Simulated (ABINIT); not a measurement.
## CdSe: single point with PBE

CdSe:

```
Cd Se
1.0
     0.00000    3.07027    3.07027
     3.07027    0.00000    3.07027
     3.07027    3.07027    0.00000
Cd Se
1 1
Direct
  0.00000 0.00000 0.00000
  0.25000 0.25000 0.25000
```

Measurements of this composition are mostly on another form, of space group No. 186.

```json
{
  "Program": "ABINIT 10.8.3 (patched build)",
  "Task": "single point",
  "Functional": "PBE",
  "Potentials or basis": "PseudoDojo NC SR PBE v0.4.1 standard",
  "Cutoff": "1279 eV",
  "k mesh": "6 × 6 × 6",
  "Occupations": "fermi-dirac, width 0.05 eV",
  "Spin": "no spin polarisation"
}
```

```json
{
 "Band gap on the k mesh": "0.55 eV, direct",
 "Valence electrons inside the program's atomic spheres": "Cd 17.17; Se 13.24"
}
```

Levels at points of the mesh, in eV from the valence-band top:
| k point | band 16 | band 17 | band 18 | band 19 | band 20 | band 21 |
| --- | --- | --- | --- | --- | --- | --- |
| (0.00, 0.00, 0.00) | 0.00 | 0.00 | 0.00 | 0.55 | 5.94 | 5.94 |
| (0.50, 0.00, 0.00) | -4.22 | -0.71 | -0.71 | 2.36 | 6.45 | 6.45 |
| (0.50, 0.50, 0.00) | -3.95 | -1.75 | -1.75 | 3.20 | 3.74 | 8.96 |

Wall time 34 s on 4 MPI ranks on Arm Neoverse V1 (shared host), peak memory 0.44 GiB a rank.

 As with any semilocal functional, this PBE gap is likely too small.
